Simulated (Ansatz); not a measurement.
# H-BN-H chair monolayer in a perpendicular field

Wanted: the out-of-plane response of the H-BN-H chair monolayer. A positive field points along +c.

Calculated with Ansatz 0.2.0; plane-wave DFT, PBE-D3(BJ), Ansatz PAW (set soft_1); PAW set soft_1.

## 1. The structure

The cell holds 4 atoms: 2 H, 1 N and 1 B. Its edges and angles: a = 2.557 Å, b = 2.557 Å, c = 36.387 Å, α = 90.0°, β = 90.0°, γ = 120.0°. Vacuum lies along c.

## 2. Relaxing the slab

The starting cell is a guess, so the in-plane lattice and the atoms are relaxed first, with the slab cut off from its images along the normal.

File input.yaml:

```yaml
crystal:
  lattice:
    - [2.5575, 0.0, 0.0]
    - [-1.27875, 2.2148599702, 0.0]
    - [0.0, 0.0, 36.3866666671]
  atoms:
    - { symbol: H, position: [0.6666666667, 0.3333333333, 0.4630817149] }
    - { symbol: "N", position: [0.6666666667, 0.3333333333, 0.4911139612] }
    - { symbol: B, position: [0.3333333333, 0.6666666667, 0.5053133016] }
    - { symbol: H, position: [0.3333333333, 0.6666666667, 0.5369182851] }
  periodic: [true, true, false]
kpoints:
  mp_grid: { grid: [12, 12, 1] }
hamiltonian:
  xc: pbe
  dispersion: d3bj
  pseudopotentials: { kind: paw, azcp: { folder: soft_1 } }
scf:
  occupations: { method: fermi_dirac, width: 0.05 }
  convergence: { dr2_threshold: 1.0e-09 }
relax:
  f_tol: 0.004
  max_steps: 90
  cell: {}
output:
  write_potential: true
  write_density: true
  volumetric_format: npy
```

On the command line:

```sh
$ ansatz run input.yaml --threads 2 --pin off --max-ram 3072MiB --backend cpu --events-out ev --progress --plain --runs-dir out
```

Numbers of over 12 decimals in the logs are rounded to 6 here.

The program printed:

```text
Warning: relax.cell: scf.convergence.dr2_threshold = 1e-9 eV is looser than the 2.48522053116e-10 eV advised for a relaxation that steers and ends on the stress (1e-10 eV for each atom of the cell: 4, times the square of relax.cell.stress_2d_tol = 0.05 N/m over 12.7 Å (the atoms' height at the walk's start and 5 Å past either face), 3.941e-2 GPa, over a crystal's default 0.05). What an SCF threshold leaves in a stress goes as its square root, and in the free energy as the threshold itself, and one threshold admits the most on a small cell: [figures from the program's tests cut] Set scf.convergence.dr2_threshold to 2.48522053116e-10 eV or tighter. [rest of the remark cut]
Engine: ansatz 0.2.0, aarch64-unknown-linux-gnu
Pseudopotentials: kind: paw
Pseudopotential: H, paw, valence charge 1, recommended cutoff 420 eV (normal), soft_1/H.paw.azcp
Pseudopotential: N, paw, valence charge 5, recommended cutoff 420 eV (normal), soft_1/N.paw.azcp
Pseudopotential: B, paw, valence charge 3, recommended cutoff 420 eV (normal), soft_1/B.paw.azcp
Functional definition: PBE
  parameter kappa = 0.804
  parameter beta = 0.066725
  exchange = pbe_x(kappa = kappa, mu = beta*pi^2/3)
  correlation = pbe_c(beta = beta)
Crystal: 4 atoms, lattice volume = 206.112 Å³
Basis set: ecut = 420 eV, 4111 PW (Γ), exchange–correlation on 36×36×500 points (8 copies of the dense FFT grid, shifted against one another)
Bands: 9, of which v1, the nominal top of the filled ones, is band 5 counted from 1 (4 counted from 0)
Symmetry: 6 space group operations
Space group: P3m1 (ITA 156), of the structure as read, at distance tolerance 5.9e-5 Å
k-points: 19 of 144 (time reversal used)
Non-local potential: H, projectors of the file, l = 0: 2, l = 1: 1
Non-local potential: N, projectors of the file, l = 0: 2, l = 1: 2, l = 2: 1
Non-local potential: B, projectors of the file, l = 0: 2, l = 1: 2, l = 2: 1
PAW form: soft (Blöchl's): semilocal exchange-correlation on the pseudo side does not see the compensation charge
PAW one-centre angular grid: H, 110 points (default); XC on 64 Gauss nodes
PAW one-centre angular grid: N, 110 points (default); XC on 64 Gauss nodes
PAW one-centre angular grid: B, 110 points (default); XC on 64 Gauss nodes
Initial density: superposition of atomic densities (neutral atoms: chi_scale 0, normalization atom)
Initial wavefunctions: pseudopotential atomic-orbital guess
Functional: x = pbe(κ = 0.804, μ = 0.219515), c = pbe(β = 0.066725)
SCF iter   1: F=—  HF=-576.321360 eV  |F-HF|=—  |Δ(HF+E_count)|=         —  Δρ=5.26e-2  dr2=6.87e0  ethr=3.10e-3  ⟨swp⟩=12.1  Hψ=2125  notcnv=0
preconditioner: auto → Resta (q_TF=auto, 1.648 Å⁻¹)  ε∞=1.2  [insulator: Δε(μ)=8.917 eV  Ē_g=18.045 eV  σ=0.050 eV  W_gap=1.00  n_scr=18 (ndim 8)  ℏωp=8.2 eV  f_vac=0.823  D(μ)=0.00/eV (n_scr^D=0)  ε∞_Penn≈1.2  vacuum switching on, ρ_ref=2.4e-2 e/Å³]
SCF iter   2: F=—  HF=-574.259105 eV  |F-HF|=—  |Δ(HF+E_count)|=    2.06e0  Δρ=2.49e-2  dr2=1.05e0  ethr=3.10e-3  ⟨swp⟩=6.6  Hψ=794  notcnv=0
SCF iter   3: F=—  HF=-574.045476 eV  |F-HF|=—  |Δ(HF+E_count)|=   2.14e-1  Δρ=1.04e-2  dr2=2.40e-1  ethr=3.10e-3  ⟨swp⟩=3.6  Hψ=542  notcnv=0
SCF iter   4: F=—  HF=-574.003774 eV  |F-HF|=—  |Δ(HF+E_count)|=   4.17e-2  Δρ=5.25e-3  dr2=6.12e-2  ethr=2.40e-3  ⟨swp⟩=4.6  Hψ=476  notcnv=0
SCF iter   5: F=—  HF=-573.987308 eV  |F-HF|=—  |Δ(HF+E_count)|=   1.65e-2  Δρ=1.19e-3  dr2=3.48e-3  ethr=6.12e-4  ⟨swp⟩=3.5  Hψ=477  notcnv=0
SCF iter   6: F=—  HF=-573.987047 eV  |F-HF|=—  |Δ(HF+E_count)|=   2.61e-4  Δρ=2.64e-4  dr2=8.03e-5  ethr=3.48e-5  ⟨swp⟩=3.4  Hψ=365  notcnv=0  defer=1
SCF iter   7: F=—  HF=-573.987072 eV  |F-HF|=—  |Δ(HF+E_count)|=   2.46e-5  Δρ=4.67e-5  dr2=3.29e-6  ethr=8.03e-7  ⟨swp⟩=2.8  Hψ=318  notcnv=0  defer=1
SCF iter   8: F=—  HF=-573.987073 eV  |F-HF|=—  |Δ(HF+E_count)|=   1.19e-6  Δρ=5.89e-6  dr2=6.19e-8  ethr=3.29e-8  ⟨swp⟩=2.6  Hψ=306  notcnv=0
SCF iter   9: F=—  HF=-573.987044 eV  |F-HF|=—  |Δ(HF+E_count)|=   2.86e-5  Δρ=1.34e-6  dr2=6.47e-9  ethr=6.19e-10  ⟨swp⟩=2.8  Hψ=316  notcnv=0
SCF iter  10: F=-573.987044 eV  HF=-573.987044 eV  |F-HF|=7.74e-11  |Δ(HF+E_count)|=  2.40e-10  Δρ=2.26e-7  dr2=2.26e-10  ethr=1.00e-11  ⟨swp⟩=9.6  Hψ=999  notcnv=0
SCF 1 converged in 10 iterations: F = -573.987044 eV  dr2 = 2.26e-10
  greatest PAW one-centre occupation: 0.797 electrons in one spin orbital (limit 2), on the N atom at site 1 (counted from 0), in its partial waves of l = 0
relax step   1: F+E_penalty+E_count = -573.98704421 eV  Δ(F+E_penalty+E_count) = +0.000e0 eV  max|allowed force component| = 1.225e0 eV/Å  Δτ_max = 0.0000 Å  P = +2.274 N/m  Ω = 206.112 Å³  fix = [c, alpha, beta]  reactions: c +0.000 N/m  (10 SCF iters, accepted)
Crystal: 4 atoms, lattice volume = 208.209 Å³
Basis set: ecut = 420 eV, 4147 PW (Γ), exchange–correlation on 36×36×500 points (8 copies of the dense FFT grid, shifted against one another)
Initial density: handed on by an earlier stage of this run
Initial wavefunctions: those handed on with the density
iter 1 solved again at ethr=1.28e-4 eV; its pass at ethr=3.10e-3 eV (dr2=1.28e-2 eV) is discarded
SCF iter   1: F=—  HF=-574.023763 eV  |F-HF|=—  |Δ(HF+E_count)|=         —  Δρ=2.49e-3  dr2=1.19e-2  ethr=1.28e-4  ⟨swp⟩=2.2  Hψ=1755  notcnv=0
preconditioner: auto → Resta (q_TF=auto, 1.645 Å⁻¹)  ε∞=1.4  [insulator: Δε(μ)=2.648 eV  Ē_g=13.629 eV  σ=0.050 eV  W_gap=1.00  n_scr=18 (ndim 8)  ℏωp=8.1 eV  f_vac=0.842  D(μ)=0.00/eV (n_scr^D=0)  ε∞_Penn≈1.4  vacuum switching on, ρ_ref=1.3e-2 e/Å³]
SCF iter   2: F=—  HF=-574.020720 eV  |F-HF|=—  |Δ(HF+E_count)|=   3.04e-3  Δρ=8.47e-4  dr2=1.55e-3  ethr=1.19e-4  ⟨swp⟩=2.6  Hψ=351  notcnv=0
SCF iter   3: F=—  HF=-574.020511 eV  |F-HF|=—  |Δ(HF+E_count)|=   2.09e-4  Δρ=4.31e-4  dr2=4.20e-4  ethr=1.55e-5  ⟨swp⟩=2.7  Hψ=292  notcnv=0
SCF iter   4: F=—  HF=-574.020452 eV  |F-HF|=—  |Δ(HF+E_count)|=   5.83e-5  Δρ=1.27e-4  dr2=2.22e-5  ethr=4.20e-6  ⟨swp⟩=2.8  Hψ=265  notcnv=0
SCF iter   5: F=—  HF=-574.020440 eV  |F-HF|=—  |Δ(HF+E_count)|=   1.25e-5  Δρ=3.66e-5  dr2=1.85e-6  ethr=2.22e-7  ⟨swp⟩=2.7  Hψ=291  notcnv=0
SCF iter   6: F=—  HF=-574.020442 eV  |F-HF|=—  |Δ(HF+E_count)|=   2.45e-6  Δρ=9.86e-6  dr2=1.46e-7  ethr=1.85e-8  ⟨swp⟩=2.8  Hψ=298  notcnv=0
SCF iter   7: F=—  HF=-574.020414 eV  |F-HF|=—  |Δ(HF+E_count)|=   2.87e-5  Δρ=1.26e-6  dr2=1.90e-9  ethr=1.46e-9  ⟨swp⟩=2.7  Hψ=291  notcnv=0
SCF iter   8: F=-574.020414 eV  HF=-574.020414 eV  |F-HF|=1.60e-10  |Δ(HF+E_count)|=   9.44e-9  Δρ=2.63e-7  dr2=1.03e-10  ethr=1.00e-11  ⟨swp⟩=9.9  Hψ=1039  notcnv=0
SCF 2 converged in 8 iterations: F = -574.020414 eV  dr2 = 1.03e-10
[...]
SCF iter   6: F=—  HF=-574.025119 eV  |F-HF|=—  |Δ(HF+E_count)|=   3.04e-5  Δρ=5.99e-6  dr2=4.51e-8  ethr=7.90e-9  ⟨swp⟩=2.5  Hψ=285  notcnv=0
SCF iter   7: F=-574.025119 eV  HF=-574.025119 eV  |F-HF|=2.96e-9  |Δ(HF+E_count)|=   6.18e-8  Δρ=8.29e-7  dr2=7.93e-10  ethr=1.00e-11  ⟨swp⟩=8.8  Hψ=1271  notcnv=0
SCF 3 converged in 7 iterations: F = -574.025119 eV  dr2 = 7.93e-10
  greatest PAW one-centre occupation: 0.795 electrons in one spin orbital (limit 2), on the N atom at site 1 (counted from 0), in its partial waves of l = 0
relax step   3: F+E_penalty+E_count = -574.02511889 eV  Δ(F+E_penalty+E_count) = -4.705e-3 eV  max|allowed force component| = 3.283e-2 eV/Å  Δτ_max = 0.0122 Å  P = +0.135 N/m  Ω = 209.931 Å³  energy of the carried Pulay correction = -1.307e-3 eV  fix = [c, alpha, beta]  reactions: c +0.000 N/m  (7 SCF iters, accepted)
[...]
relax step   4: F+E_penalty+E_count = -574.02509959 eV  Δ(F+E_penalty+E_count) = +1.930e-5 eV  max|allowed force component| = 3.473e-3 eV/Å  Δτ_max = 0.0013 Å  P = +0.011 N/m  Ω = 210.152 Å³  energy of the carried Pulay correction = -1.382e-3 eV  fix = [c, alpha, beta]  reactions: c +0.000 N/m  (6 SCF iters, accepted)
[...]
relax step   5: F+E_penalty+E_count = -574.02660512 eV  Δ(F+E_penalty+E_count) = -1.506e-3 eV  max|allowed force component| = 4.331e-3 eV/Å  Δτ_max = 0.0000 Å  P = +0.061 N/m  Ω = 210.152 Å³  fix = [c, alpha, beta]  reactions: c +0.000 N/m  stress off target by 6.09e-2 N/m on what of the cell is left free  SCF on the basis re-selected at this cell (its energy is not comparable with the rows above)  (7 SCF iters)
[...]
relax step   6: F+E_penalty+E_count = -574.02657194 eV  Δ(F+E_penalty+E_count) = +3.319e-5 eV  max|allowed force component| = 2.723e-3 eV/Å  Δτ_max = 0.0001 Å  P = +0.002 N/m  Ω = 210.268 Å³  energy of the carried Pulay correction = -3.942e-5 eV  fix = [c, alpha, beta]  reactions: c +0.000 N/m  (5 SCF iters, accepted)
iter 1 solved again at ethr=4.53e-7 eV; its pass at ethr=3.10e-3 eV (dr2=4.53e-5 eV) is discarded
SCF iter   1: F=—  HF=-574.026518 eV  |F-HF|=—  |Δ(HF+E_count)|=         —  Δρ=1.34e-5  dr2=9.15e-9  ethr=4.53e-7  ⟨swp⟩=4.3  Hψ=2414  notcnv=0
eigensolver tolerance schedule: the retry pair's looser diagonalisation over-reported the residual by 4950.00 of it (diagonalisation noise at 2.61 of the residual, at the tolerance the schedule requests for it); recorded, not acted on — ethr = c·dr2/N_el stays at c = 1.0e-1
preconditioner: auto → Resta (q_TF=auto, 1.642 Å⁻¹)  ε∞=1.4  [insulator: Δε(μ)=2.842 eV  Ē_g=13.667 eV  σ=0.050 eV  W_gap=1.00  n_scr=18 (ndim 8)  ℏωp=8.1 eV  f_vac=0.841  D(μ)=0.00/eV (n_scr^D=0)  ε∞_Penn≈1.4  vacuum switching on, ρ_ref=1.4e-2 e/Å³]
SCF iter   2: F=—  HF=-574.026553 eV  |F-HF|=—  |Δ(HF+E_count)|=   3.54e-5  Δρ=6.67e-6  dr2=2.45e-9  ethr=9.15e-11  ⟨swp⟩=4.2  Hψ=409  notcnv=0
iter 3 met the thresholds in force, and the SCF goes on: an eigenvalue changes by 46.13 meV, over its tolerance of 1.13 meV (output.eigenvalues, Limitations)
SCF iter   3: F=-574.026609 eV  HF=-574.026606 eV  |F-HF|=3.58e-6  |Δ(HF+E_count)|=   5.26e-5  Δρ=1.00e-6  dr2=9.67e-10  ethr=1.00e-11  ⟨swp⟩=17.9  Hψ=1740  notcnv=0
iter 4 met the thresholds in force, and the SCF goes on: an eigenvalue changes by 3.01 meV, over its tolerance of 1.02 meV (output.eigenvalues, Limitations)
SCF iter   4: F=-574.026609 eV  HF=-574.026609 eV  |F-HF|=9.01e-8  |Δ(HF+E_count)|=   3.49e-6  Δρ=1.26e-7  dr2=4.58e-11  ethr=9.67e-12  ⟨swp⟩=10.8  Hψ=1404  notcnv=0
Mixer restart at iter 4: flushing history
SCF iter   5: F=-574.026609 eV  HF=-574.026609 eV  |F-HF|=2.31e-10  |Δ(HF+E_count)|=   9.02e-8  Δρ=1.61e-7  dr2=2.63e-10  ethr=1.00e-12  ⟨swp⟩=7.2  Hψ=1204  notcnv=0
SCF 7 converged in 5 iterations: F = -574.026609 eV  dr2 = 2.63e-10
relax step   7: F+E_penalty+E_count = -574.02660924 eV  Δ(F+E_penalty+E_count) = -3.731e-5 eV  max|allowed force component| = 2.747e-3 eV/Å  Δτ_max = 0.0000 Å  P = +0.003 N/m  Ω = 210.268 Å³  fix = [c, alpha, beta]  reactions: c +0.000 N/m  stress off target by 3.13e-3 N/m on what of the cell is left free  SCF on the basis re-selected at this cell (its energy is not comparable with the rows above)  (5 SCF iters)
basis re-selected at this cell: Δ(F+E_penalty+E_count) = -3.731e-5 eV, ΔP = +0.001 N/m vs the last step (what re-selecting the basis moved, of the pressure what is left beyond the Pulay correction that the steps carried, after the strain that the cell walked since its last selection, with what the two solves' SCF thresholds leave and, on support functions, any second-order correction that the steps lacked; it is no m [...]
WARN: The output density's exchange-correlation potential varies sharply where the density is thin. Do not read a vacuum level from v_tot or v_xc, or from such a field of the output density. On a cell that repeats whose density bears no net charge and no dipole along the vacuum's axis use v_es (v_loc + v_h of the components); under efield.dipole_correction with no amplitude use v_es + v_field, which holds any externa [...]
SCF converged after 5 iterations
an eigenvalue changed by more than its tolerance at an iteration that met the thresholds in force, so the SCF went on 2 times, its first undamped step at iteration 4: the last check found none over its tolerance
Free energy (F): -574.026609 eV
Harris-Foulkes:  -574.026609 eV  (|F-HF|=2.31e-10)
Internal energy: -574.026609 eV  (E = F + TS)
E sigma→0 (E₀):  -574.026609 eV
Fermi energy:    -4.542328 eV
--- Per-component energies (eV) ---
  E_band       = -121.276245
  E_kinetic    = 209.214105
  E_local      = -13121.983710  (includes V_loc(G=0)·N_el)
  E_nonlocal   = 43.857693
  E_hartree    = 6454.946394
  E_xc         = -110.368432
  E_vxc        = -137.252086  (∫ρ·V_xc dr)
  E_paw        = -207.935299  (= ΣΔE_a)
  E_vpaw       = -25.004165  (= ΣTr[D̂ρ^β])
  E_aug_tail   = -0.001235  (compensation charges beyond the density's cutoff)
  E_ewald      = 6158.516805
  E_disp       = -0.272931  (pairwise vdW)
  E_smearing   = -0.000000  (= −TS)
  E_closure    = -0.000000  (closes the sum)
  Σ components = -574.026609   (vs F -574.026609, Δ=0.00e0)
--- Forces (eV/Å), atoms counted from 1 ---
  atom   1  H     -0.00000000    -0.00000000    -0.00026298
  atom   2  N     -0.00000000    -0.00000000    -0.00151467
  atom   3  B     -0.00000000    -0.00000000     0.00274242
  atom   4  H      0.00000000     0.00000000    -0.00098346
  max |Σ_I F_I| component: 1.87e-5 eV/Å
--- 2D stress c σ (N/m, compression-positive) ---
        0.003127       0.000000      -0.000000
        0.000000       0.003127      -0.000000
       -0.000000      -0.000000       0.000000
  P = ½ c Tr σ = 0.0031 N/m
--- Band table (eV; the first three rows and the last of 19) ---
  k-point 0: bands = ["-23.5162", "-14.2275", "-7.6745", "-5.9784", "-5.9784", "-3.1342 (-3.1342°)", "-2.0632", "-1.5065", "-0.6524"]
  k-point 1: bands = ["-23.3883", "-14.1059", "-7.5871", "-6.5941", "-6.1873", "-2.9634 (-2.9634°)", "-1.8577", "-1.3055", "-0.4537"]
  k-point 2: bands = ["-23.0144", "-13.7570", "-8.1409", "-7.2811", "-6.7042", "-2.4612 (-2.4612°)", "-1.2415", "-0.7036", "0.1410"]
  k-point 18: bands = ["-20.2974", "-12.4846", "-11.8890", "-11.0684", "-6.4107", "2.8902", "3.5068", "4.9930", "6.1716"]
  ° read free of the cell's end (the report's vacuum.weakly_bound_levels)
--- Relaxed structure (5 steps of the walk, 5 accepted, 2 SCFs on fresh bases) ---
  F+E_penalty+E_count = -574.02660924 eV   max|allowed force component| = 2.747e-3 eV/Å   (the final SCF, on the basis selected at the relaxed cell)
  cell:  # Å, volume = 210.2676 Å³
    - [2.583151, 0, 0]
    - [-1.291575, 2.237074, 0]
    - [0, 0, 36.3866666671]
  atoms:
    - { symbol: H, position: [0.666667, 0.333333, 0.462471] }
    - { symbol: N, position: [0.666667, 0.333333, 0.490900] }
    - { symbol: B, position: [0.333333, 0.666667, 0.505076] }
    - { symbol: H, position: [0.333333, 0.666667, 0.537980] }
```

The job ended after 19 s (2 threads of Arm Neoverse V1, shared host; peak memory 0.39 GiB).

Step by step:

```tsv
step	energy less that of the first step (eV)	largest force component (eV/Å)	volume (Å³)
1	0.0000	1.2248	206.11
2	-0.0334	0.3843	208.21
3	-0.0381	0.0328	209.93
4	-0.0381	0.0035	210.15
5*	-0.0396	0.0043	210.15
6	-0.0395	0.0027	210.27
7*	-0.0396	0.0027	210.27
```

Relaxation steps marked * repeat the geometry before them on a plane-wave basis chosen anew for their cell, so energy and pressure can jump there.

Forces are held to the 6 operations that the run works with; a distortion that breaks them can't arise in this run.

```tsv
cell as run	before	after	change
a (Å)	2.557	2.583	+1.0 %
b (Å)	2.557	2.583	+1.0 %
```

The atoms that moved most (Å, along periodic axes as changes of fractional coordinates times the final cell, across vacuum about the mean position):

```tsv
atom	dx	dy	dz	length
H4	0.000	0.000	0.039	0.039
H1	0.000	0.000	-0.022	0.022
B3	0.000	0.000	-0.009	0.009
N2	0.000	0.000	-0.008	0.008
```

The relaxed structure:

```xyz
4
Lattice="2.5832 0.0000 0.0000 -1.2916 2.2371 0.0000 0.0000 0.0000 36.3867" Properties=species:S:1:pos:R:3
H     1.2916    0.7457   16.8278
N     1.2916    0.7457   17.8622
B     0.0000    1.4914   18.3780
H     0.0000    1.4914   19.5753
```

This step gave:

| Property | Result |
| --- | --- |
| gap on the k-mesh | 2.844 eV |

The lattice constant a goes from 2.557 to 2.583 Å.

(Part 1 of 2 ends here.)

[Logs are printed without paths, hosts, clocks, repeated set-up lines and the standing remarks that a program may print on its own settings, such as how far it seeks lower states.]

[Hosts, paths, dates, database ids (printed as entryN), source tags and the programs' standing remarks are cut or masked in the printed files.]

[Maps of the electrostatic potential energy from Ansatz leave out the sawtooth potential of an applied field or a dipole correction, so their vacuum need not be flat; planar profiles and work functions include it.]
